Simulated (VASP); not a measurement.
Write the native input for VASP 6.6.1 that does the following.

| Quantity | Value |
| --- | --- |
| Task | single point |
| Functional | r2SCAN |
| Potentials or basis | VASP PAW PBE potentials, release 64 (Cd, S) |
| Cutoff | 520 eV |
| k mesh | 8 × 8 × 8 |
| Occupations | gaussian, width 0.05 eV |
| Spin | no spin polarisation |
| Dipole correction | no |
| Further INCAR settings | ALGO = Normal; EDIFF = 1e-06; NBANDS = 16 |

CdS:

```
Cd S
1.0
     0.00000    2.67720    2.67720
     2.67720    0.00000    2.67720
     2.67720    2.67720    0.00000
Cd S
1 1
Direct
  0.00000 0.00000 0.00000
  0.75000 0.75000 0.75000
```

The cell isn't the ideal one: strain -0.080 along x and y, -0.080 along z, atoms carried along.

These files were run (other wordings do the same):

POSCAR

```
CdS
1.0
    0.0000000000      2.6772000000      2.6772000000
    2.6772000000      0.0000000000      2.6772000000
    2.6772000000      2.6772000000      0.0000000000
Cd S
1 1
Direct
    0.0000000000      0.0000000000      0.0000000000
    0.7500000000      0.7500000000      0.7500000000
```

INCAR.step1

```
SYSTEM = CdS
PREC = Accurate ; ENCUT = 520
ISMEAR = 0 ; SIGMA = 0.05
LREAL = .False. ; LASPH = .True.
NELM = 100 ; NBANDS = 16
GGA = PE ; ALGO = Normal
EDIFF = 1E-4 ; LWAVE = .True.
LCHARG = .False.
```

INCAR.step2

```
SYSTEM = CdS
PREC = Accurate ; ENCUT = 520
EDIFF = 1E-6 ; ISMEAR = 0
SIGMA = 0.05 ; LREAL = .False.
LASPH = .True. ; NELM = 100
ALGO = Normal ; ISIF = 2
LWAVE = .False. ; LCHARG = .True.
METAGGA = R2SCAN ; LMIXTAU = .True.
LELF = .True. ; LVHAR = .True.
NBANDS = 16 ; ISTART = 1
```

KPOINTS

```
Automatic mesh
0
Gamma
  8 8 8
  0 0 0
```

Potentials or basis: VASP PAW PBE potentials, release 64 (Cd, S).

The run is started by

```bash
$ cat potpaw_PBE.64/Cd/POTCAR potpaw_PBE.64/S/POTCAR > POTCAR
$ cp INCAR.step1 INCAR
$ mpirun -np 1 vasp_std > vasp.out
$ cp INCAR.step2 INCAR
$ mpirun -np 1 vasp_std > vasp.out
```

Results of the run:

```yaml
Pressure: 32.7 GPa
Band_gap_on_the_k_mesh: 2.12 eV, direct
```

Caveat: so large a pressure means that the cell lies far from this level's equilibrium, or that cutoff or potentials fall short; the potentials were made for another functional, which shifts forces and pressure.

Wall time 48 s on 1 thread of Intel(R) Xeon(R) Platinum 8488C (Sapphire Rapids), on a shared host, peak memory 0.17 GiB.
